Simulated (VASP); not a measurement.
# Vibrations of TiO2 (Anatase): a test of the settings, part 2 of 3

How far do the zone-centre frequencies of TiO2 (Anatase) depend on the numerical settings? The starting structure is a measured crystal structure from the Crystallography Open Database.

VASP 6.6.1.

## Step 2: Reference modes (continued)

Level of this step: LDA; plane waves and PAW (Ti_sv, O) (VASP).

From OUTCAR (step 2):

```text
ion  position               nearest neighbor table
   1  0.750  0.250  0.500-   3 1.92   6 1.92   6 1.92   3 1.92   4 1.97   5 1.97
   2  0.000  0.000  0.000-   4 1.92   5 1.92   5 1.92   4 1.92   6 1.97   3 1.97
   3  0.208  0.208  0.416-   1 1.92   1 1.92   2 1.97
   4  0.958  0.458  0.916-   2 1.92   2 1.92   1 1.97
   5  0.542  0.042  0.084-   2 1.92   2 1.92   1 1.97
   6  0.792  0.792  0.584-   1 1.92   1 1.92   2 1.97

  LATTYP: Found a body centered tetragonal cell.
 ALAT       =     3.7472821045
 C/A-ratio  =     2.5254053728

 Subroutine GETGRP returns: Found 16 space group operations
 (whereof  8 operations were pure point group operations)

The static configuration has the point symmetry D_2d.
 The point group associated with its full space group is D_4h.

 Found     30 irreducible k-points:

   k-points           NKPTS =     30   k-points in BZ     NKDIM =     30   number of bands    NBANDS=     30

   dimension x,y,z NGX =    28 NGY =   28 NGZ =   40
   dimension x,y,z NGXF=    56 NGYF=   56 NGZF=   80

   ENCUT  =  520.0 eV  38.22 Ry    6.18 a.u.   6.97  6.97 10.08*2*pi/ulx,y,z

   NELECT =      48.0000    total number of electrons

 k-points in reciprocal lattice and weights: Automatic mesh
   0.00000000  0.00000000  0.00000000       0.005
   0.16666667  0.00000000 -0.00000000       0.037
   0.33333333  0.00000000 -0.00000000       0.037
   0.50000000  0.00000000 -0.00000000       0.019
   0.16666667  0.16666667 -0.00000000       0.037
   0.33333333  0.16666667 -0.00000000       0.074
   0.50000000  0.16666667 -0.00000000       0.074
  -0.33333333  0.16666667  0.00000000       0.074
  -0.16666667  0.16666667  0.00000000       0.019
[...]
0.16666667  0.16666667  0.33333333       0.019
   0.00000000  0.00000000  0.50000000       0.005

 average (electrostatic) potential at core
       1 -76.9167       2 -76.9528       3 -71.2620       4 -71.2841       5 -71.2973
       6 -71.2768

 E-fermi :   3.4667

 k-point     1 :       0.0000    0.0000    0.0000
  band No.  band energies     occupation
    ...
     20       2.5413      2.00000
     21       2.5521      2.00000
     22       2.5633      2.00000
     23       2.8214      2.00000
     24       2.8301      2.00000
     25       5.3782      0.00000
     26       6.1739      0.00000
     27       7.3442      0.00000
     28       7.3688      0.00000
     29       7.4059      0.00000
    ...

 k-point     2 :       0.1667    0.0000   -0.0000
  band No.  band energies     occupation
    ...
     20       1.9742      2.00000
     21       2.2558      2.00000
     22       2.5294      2.00000
     23       2.5914      2.00000
     24       2.8493      2.00000
     25       5.9925      0.00000
     26       6.2968      0.00000
     27       6.8162      0.00000
     28       7.0665      0.00000
     29       7.3075      0.00000
    ...

 k-point     3 :       0.3333    0.0000   -0.0000
  band No.  band energies     occupation
    ...
     20       1.4146      2.00000
     21       1.5586      2.00000
     22       2.4056      2.00000
     23       2.5237      2.00000
     24       2.7256      2.00000
     25       6.4356      0.00000
     26       6.7687      0.00000
     27       6.9425      0.00000
     28       6.9942      0.00000
     29       7.2991      0.00000
    ...

  Total        0.0219068      0.0037910     -0.2806377      0.0000000      0.0000000     -0.0000000
  in kB        0.5282491      0.0914143     -6.7671576      0.0000000      0.0000000     -0.0000000
  external PRESSURE =      -2.0491647 kB  Pullay stress =       0.0000000 kB

  energy-cutoff  :      520.00
  volume of cell :       66.44
      direct lattice vectors                 reciprocal lattice vectors
    -3.747282104  0.000000000  0.000000000    -0.266860079  0.000000000 -0.105670195
     0.000000000  3.747282104  0.000000000     0.000000000  0.266860079 -0.105670195
     1.873641052 -1.873641052 -4.731703180     0.000000000  0.000000000 -0.211340391

 POSITION                                       TOTAL-FORCE (eV/Angst)
 -----------------------------------------------------------------------------------
     -1.87364      0.00000     -2.36585        -0.000000      0.000000     -0.031189
      0.00000      0.00000      0.00000        -0.000000      0.000000     -0.028166
     -0.00000      0.00000     -1.98455         0.000000     -0.000000      0.194918
     -1.87364      0.00000     -4.33540        -0.000000      0.000000     -0.043047
     -1.87364      0.00000     -0.39630        -0.000000      0.000000     -0.036378
     -1.87364      1.87364     -2.76215        -0.000000      0.000000     -0.056137
 -----------------------------------------------------------------------------------
    total drift:                               -0.000010      0.000012     -0.000510

  FREE ENERGIE OF THE ION-ELECTRON SYSTEM (eV)
  ---------------------------------------------------
  free  energy   TOTEN  =       -58.8354225132 eV

  energy  without entropy=      -58.8354225132  energy(sigma->0) =      -58.83542251

 Eigenvectors and eigenvalues of the dynamical matrix
 ----------------------------------------------------

   1 f  =   19.291139 THz   121.209799 2PiTHz  643.483123 cm-1    79.781703 meV
             X         Y         Z           dx          dy          dz
     -1.873641  0.000000 -2.365852    -0.058197   -0.027175   -0.000000
      0.000000  0.000000  0.000000     0.058197    0.027175    0.000000
     -0.000000  0.000000 -1.969550     0.633258   -0.036444    0.000000
     -1.873641  0.000000 -4.335401     0.078045   -0.295702    0.000000
     -1.873641  0.000000 -0.396302    -0.633258    0.036444   -0.000000
     -1.873641  1.873641 -2.762153    -0.078045    0.295702   -0.000000

   2 f  =   19.291139 THz   121.209799 2PiTHz  643.483123 cm-1    79.781703 meV
             X         Y         Z           dx          dy          dz
     -1.873641  0.000000 -2.365852    -0.027175    0.058197   -0.000000
      0.000000  0.000000  0.000000     0.027175   -0.058197    0.000000
     -0.000000  0.000000 -1.969550     0.295702    0.078045    0.000000
     -1.873641  0.000000 -4.335401     0.036444    0.633258   -0.000000
     -1.873641  0.000000 -0.396302    -0.295702   -0.078045   -0.000000
     -1.873641  1.873641 -2.762153    -0.036444   -0.633258    0.000000

   3 f  =   16.447418 THz   103.342178 2PiTHz  548.626825 cm-1    68.021026 meV
             X         Y         Z           dx          dy          dz
     -1.873641  0.000000 -2.365852     0.000000    0.000000   -0.000000
      0.000000  0.000000  0.000000     0.000000    0.000000   -0.000000
     -0.000000  0.000000 -1.969550    -0.000000    0.000000   -0.500000
     -1.873641  0.000000 -4.335401     0.000000   -0.000000    0.500000
     -1.873641  0.000000 -0.396302    -0.000000    0.000000   -0.500000
     -1.873641  1.873641 -2.762153     0.000000   -0.000000    0.500000

   4 f  =   15.810166 THz    99.338200 2PiTHz  527.370357 cm-1    65.385562 meV
             X         Y         Z           dx          dy          dz
     -1.873641  0.000000 -2.365852     0.000000    0.000000   -0.000000
      0.000000  0.000000  0.000000    -0.000000   -0.000000   -0.000000
     -0.000000  0.000000 -1.969550    -0.000000   -0.000000    0.500000
     -1.873641  0.000000 -4.335401     0.000000    0.000000    0.500000
     -1.873641  0.000000 -0.396302     0.000000    0.000000   -0.500000
     -1.873641  1.873641 -2.762153    -0.000000   -0.000000   -0.500000

   5 f  =   15.114451 THz    94.966899 2PiTHz  504.163832 cm-1    62.508320 meV
             X         Y         Z           dx          dy          dz
     -1.873641  0.000000 -2.365852     0.000000   -0.000000    0.010956
      0.000000  0.000000  0.000000    -0.000000    0.000000   -0.010956
     -0.000000  0.000000 -1.969550    -0.000000   -0.000000    0.499940
     -1.873641  0.000000 -4.335401    -0.000000   -0.000000   -0.499940
     -1.873641  0.000000 -0.396302     0.000000    0.000000   -0.499940
     -1.873641  1.873641 -2.762153     0.000000    0.000000    0.499940

   6 f  =   13.513913 THz    84.910419 2PiTHz  450.775614 cm-1    55.889028 meV
             X         Y         Z           dx          dy          dz
     -1.873641  0.000000 -2.365852     0.147421   -0.072907    0.000000
      0.000000  0.000000  0.000000     0.147421   -0.072907    0.000000
     -0.000000  0.000000 -1.969550    -0.544214   -0.143197    0.000000
     -1.873641  0.000000 -4.335401     0.289551    0.269141   -0.000000
     -1.873641  0.000000 -0.396302    -0.544214   -0.143197    0.000000
     -1.873641  1.873641 -2.762153     0.289551    0.269141   -0.000000

   7 f  =   13.513913 THz    84.910419 2PiTHz  450.775614 cm-1    55.889028 meV
             X         Y         Z           dx          dy          dz
     -1.873641  0.000000 -2.365852    -0.072907   -0.147421    0.000000
      0.000000  0.000000  0.000000    -0.072907   -0.147421    0.000000
     -0.000000  0.000000 -1.969550     0.269141   -0.289551   -0.000000
     -1.873641  0.000000 -4.335401    -0.143197    0.544214    0.000000
     -1.873641  0.000000 -0.396302     0.269141   -0.289551   -0.000000
     -1.873641  1.873641 -2.762153    -0.143197    0.544214    0.000000

   8 f  =   11.590598 THz    72.825873 2PiTHz  386.620723 cm-1    47.934839 meV
             X         Y         Z           dx          dy          dz
     -1.873641  0.000000 -2.365852     0.000000   -0.000000    0.707022
      0.000000  0.000000  0.000000    -0.000000    0.000000   -0.707022
     -0.000000  0.000000 -1.969550     0.000000    0.000000   -0.007747
     -1.873641  0.000000 -4.335401     0.000000    0.000000    0.007747
     -1.873641  0.000000 -0.396302    -0.000000   -0.000000    0.007747
     -1.873641  1.873641 -2.762153    -0.000000   -0.000000   -0.007747

   9 f  =   10.537841 THz    66.211209 2PiTHz  351.504544 cm-1    43.580989 meV
             X         Y         Z           dx          dy          dz
     -1.873641  0.000000 -2.365852    -0.000000    0.000000   -0.447802
      0.000000  0.000000  0.000000    -0.000000    0.000000   -0.447802
     -0.000000  0.000000 -1.969550    -0.000000   -0.000000    0.386958
     -1.873641  0.000000 -4.335401     0.000000    0.000000    0.386958
     -1.873641  0.000000 -0.396302    -0.000000   -0.000000    0.386958
     -1.873641  1.873641 -2.762153     0.000000    0.000000    0.386958

  10 f  =    7.407088 THz    46.540105 2PiTHz  247.073854 cm-1    30.633240 meV
             X         Y         Z           dx          dy          dz
     -1.873641  0.000000 -2.365852     0.183470    0.374127    0.000000
      0.000000  0.000000  0.000000     0.183470    0.374127    0.000000
     -0.000000  0.000000 -1.969550    -0.077604   -0.487908   -0.000000
     -1.873641  0.000000 -4.335401    -0.239268   -0.158247   -0.000000
     -1.873641  0.000000 -0.396302    -0.077604   -0.487908   -0.000000
     -1.873641  1.873641 -2.762153    -0.239268   -0.158247   -0.000000

  11 f  =    7.407088 THz    46.540105 2PiTHz  247.073854 cm-1    30.633240 meV
             X         Y         Z           dx          dy          dz
     -1.873641  0.000000 -2.365852     0.374127   -0.183470   -0.000000
      0.000000  0.000000  0.000000     0.374127   -0.183470   -0.000000
     -0.000000  0.000000 -1.969550    -0.158247    0.239268    0.000000
     -1.873641  0.000000 -4.335401    -0.487908    0.077604    0.000000
     -1.873641  0.000000 -0.396302    -0.158247    0.239268    0.000000
     -1.873641  1.873641 -2.762153    -0.487908    0.077604    0.000000

  12 f  =    4.919832 THz    30.912218 2PiTHz  164.107940 cm-1    20.346782 meV
             X         Y         Z           dx          dy          dz
     -1.873641  0.000000 -2.365852     0.121285   -0.019996   -0.000000
      0.000000  0.000000  0.000000    -0.121285    0.019996    0.000000
     -0.000000  0.000000 -1.969550     0.095010   -0.112187   -0.000000
     -1.873641  0.000000 -4.335401    -0.680465    0.015664    0.000000
     -1.873641  0.000000 -0.396302    -0.095010    0.112187    0.000000
     -1.873641  1.873641 -2.762153     0.680465   -0.015664   -0.000000

  13 f  =    4.919832 THz    30.912218 2PiTHz  164.107940 cm-1    20.346782 meV
             X         Y         Z           dx          dy          dz
     -1.873641  0.000000 -2.365852     0.019996    0.121285    0.000000
      0.000000  0.000000  0.000000    -0.019996   -0.121285   -0.000000
     -0.000000  0.000000 -1.969550     0.015664    0.680465    0.000000
     -1.873641  0.000000 -4.335401    -0.112187   -0.095010    0.000000
     -1.873641  0.000000 -0.396302    -0.015664   -0.680465   -0.000000
     -1.873641  1.873641 -2.762153     0.112187    0.095010   -0.000000
    [... 42 further lines ...]
     -1.873641  0.000000 -4.335401     0.187156    0.255557    0.000000
     -1.873641  0.000000 -0.396302     0.187136    0.255585    0.000000
     -1.873641  1.873641 -2.762153     0.187156    0.255557    0.000000

 ELASTIC MODULI CONTR FROM IONIC RELAXATION (kBar)
 Direction    XX          YY          ZZ          XY          YZ          ZX
 --------------------------------------------------------------------------------
 XX       -1227.3383   1216.8573    109.9833      0.0000     -0.0000     -0.0000
 YY        1216.8573  -1227.3383    109.9833      0.0000      0.0000      0.0000
 ZZ         109.9833    109.9833  -2308.2472      0.0000      0.0000     -0.0000
 XY           0.0000      0.0000      0.0000     -0.0000     -0.0000      0.0000
 YZ          -0.0000      0.0000      0.0000     -0.0000   -582.1305      0.0000
 ZX          -0.0000      0.0000     -0.0000      0.0000      0.0000   -582.1303
 --------------------------------------------------------------------------------

 total charge
# of ion       s       p       d       tot
------------------------------------------
    1        2.236   6.324   1.814  10.374
    2        2.236   6.324   1.814  10.374
    3        1.562   3.495   0.000   5.057
    4        1.562   3.495   0.000   5.057
    5        1.562   3.495   0.000   5.057
    6        1.562   3.495   0.000   5.057
--------------------------------------------------
tot         10.722  26.627   3.627  40.976

[... 3 further parts left out ...]
```

The last energy, forces, stress and levels in OUTCAR belong to the last displaced cell, not to the cell of POSCAR.

Reference: the zone-centre modes are at the top Eg (3) 643.5, B2u 548.6, A1g 527.4, B1g (2) 504.2 cm⁻¹, at the bottom A2u 351.5, Eu (1) 247.1, Eg (2) 164.1, Eg (1) 158.1 cm⁻¹, with 2 more of the listed ones between.

## Step 3: Modes with a 4×4×4 mesh

Against step 2 the input has a 4×4×4 mesh.

Input file INCAR:

```
SYSTEM = TiO2
PREC = Accurate
ENCUT = 520
EDIFF = 1E-08
NELM = 100
ISMEAR = 0
SIGMA = 0.03
LREAL = .FALSE.
ALGO = Normal
GGA = CA
NBANDS = 30
LASPH = .TRUE.
LORBIT = 11
LWAVE = .FALSE.
LCHARG = .FALSE.
KPAR = 8
IBRION = 6
NFREE = 2
POTIM = 0.015
NSW = 1
ISIF = 2
```

Input file POSCAR:

```
TiO2
1.0
   -3.7472821045      0.0000000000      0.0000000000
    0.0000000000      3.7472821045      0.0000000000
    1.8736410522     -1.8736410522     -4.7317031800
Ti O
2 4
Direct
    0.7500000000      0.2500000000      0.5000000000
    0.0000000000      0.0000000000      0.0000000000
    0.2081227003      0.2081227003      0.4162454006
    0.9581227003      0.4581227003      0.9162454006
    0.5418772997      0.0418772997      0.0837545994
    0.7918772997      0.7918772997      0.5837545994
```

Input file KPOINTS:

```
Automatic mesh
0
Gamma
4 4 4
0 0 0
```

PAW data sets: Ti_sv and O (LDA family, release 64).

Started as:

```
mpirun -np 8 vasp_std
```

The program printed:

```text
[banner, memory and clock lines left out]
running    8 mpi-ranks, on    1 nodes
[...]
[... a notice as in an earlier step ...]

 LDA part: xc-table for (Slater(with rela. corr.)+CA(PZ))
 , standard interpolation
 POSCAR, INCAR and KPOINTS ok, starting setup
[...]
entering main loop
       N       E                     dE             d eps       ncg     rms          rms(c)
DAV:   1     0.668641244636E+03    0.66864E+03   -0.24775E+04   780   0.186E+03
DAV:   2     0.359897453763E+02   -0.63265E+03   -0.60081E+03   868   0.552E+02
DAV:   3    -0.703557793830E+02   -0.10635E+03   -0.10506E+03  1130   0.206E+02
DAV:   4    -0.751879598731E+02   -0.48322E+01   -0.48254E+01  1092   0.444E+01
[...]
DAV:  15    -0.588308706205E+02   -0.27335E-06   -0.23692E-06   972   0.141E-02    0.381E-03
DAV:  16    -0.588308703788E+02    0.24170E-06   -0.87875E-07   872   0.972E-03    0.632E-04
DAV:  17    -0.588308703797E+02   -0.88221E-09   -0.45907E-08   902   0.159E-03
   1 F= -.58830870E+02 E0= -.58830870E+02  d E =-.676721E-15
[... from here on, the cycles between the ionic steps are left out ...]
   2 F= -.58830296E+02 E0= -.58830296E+02  d E =-.133315E-15
   3 F= -.58830296E+02 E0= -.58830296E+02  d E =-.133576E-15
   4 F= -.58828888E+02 E0= -.58828888E+02  d E =-.622395E-15
   5 F= -.58828888E+02 E0= -.58828888E+02  d E =-.622885E-15
   6 F= -.58829038E+02 E0= -.58829038E+02  d E =-.296707E-15
   7 F= -.58829033E+02 E0= -.58829033E+02  d E =-.294539E-15
   8 F= -.58830515E+02 E0= -.58830515E+02  d E =-.960636E-15
   9 F= -.58830518E+02 E0= -.58830518E+02  d E =-.957007E-15
  10 F= -.58829239E+02 E0= -.58829239E+02  d E =-.241024E-17
  11 F= -.58829527E+02 E0= -.58829527E+02  d E =-.113252E-13
 Finite differences progress:
  Degree of freedom:   5/  5
  Displacement:        2/  2
  Total:              10/ 10
```

It took 25 s on 8 MPI ranks of Intel Xeon 6975P-C (Granite Rapids), shared host; peak memory 1.9 GiB; 3.2 min of CPU time.

OUTCAR, selected parts (step 3):

```text
  Total        0.0188441      0.0034229     -0.2677925     -0.0000000      0.0000000     -0.0000000
  in kB        0.4543970      0.0825390     -6.4574151     -0.0000000      0.0000000     -0.0000000
  external PRESSURE =      -1.9734930 kB  Pullay stress =       0.0000000 kB

 POSITION                                       TOTAL-FORCE (eV/Angst)
 -----------------------------------------------------------------------------------
     -1.87364      0.00000     -2.36585        -0.000000      0.000000     -0.030841
      0.00000      0.00000      0.00000        -0.000000      0.000000     -0.028109
     -0.00000      0.00000     -1.98455         0.000000     -0.000000      0.184372
     -1.87364      0.00000     -4.33540        -0.000000      0.000000     -0.052652
     -1.87364      0.00000     -0.39630        -0.000000      0.000000     -0.025494
     -1.87364      1.87364     -2.76215        -0.000000      0.000000     -0.047276
 -----------------------------------------------------------------------------------
    total drift:                               -0.000010      0.000011     -0.000494

  FREE ENERGIE OF THE ION-ELECTRON SYSTEM (eV)
  ---------------------------------------------------
  free  energy   TOTEN  =       -58.8295265559 eV

  energy  without entropy=      -58.8295265559  energy(sigma->0) =      -58.82952656

[... 1 part as in an earlier step ...]

[... 2 further parts left out ...]
[key lines of the parts left out:]
E-fermi :   3.4653
```

The last energy, forces and stress in OUTCAR belong to the last displaced cell, not to that of POSCAR.

With a 4×4×4 mesh the modes are at the top Eg (3) 642.2, B2u 549.6 cm⁻¹, at the bottom Eg (2) 160.2, Eg (1) 146.4 cm⁻¹, with 6 more of the listed ones between; the largest shift is -11.7 cm⁻¹, in Eg (1), from the reference.

(Part 2 of 3 ends here.)

[Lines on the potential files, build, host, timing and source positions are cut from VASP's logs without a mark.]

[Logs are printed without paths, hosts, clocks, repeated set-up lines and the standing remarks that a program may print on its own settings, such as how far it seeks lower states.]

[Hosts, paths, dates, database ids (printed as entryN), source tags and the programs' standing remarks are cut or masked in the printed files.]
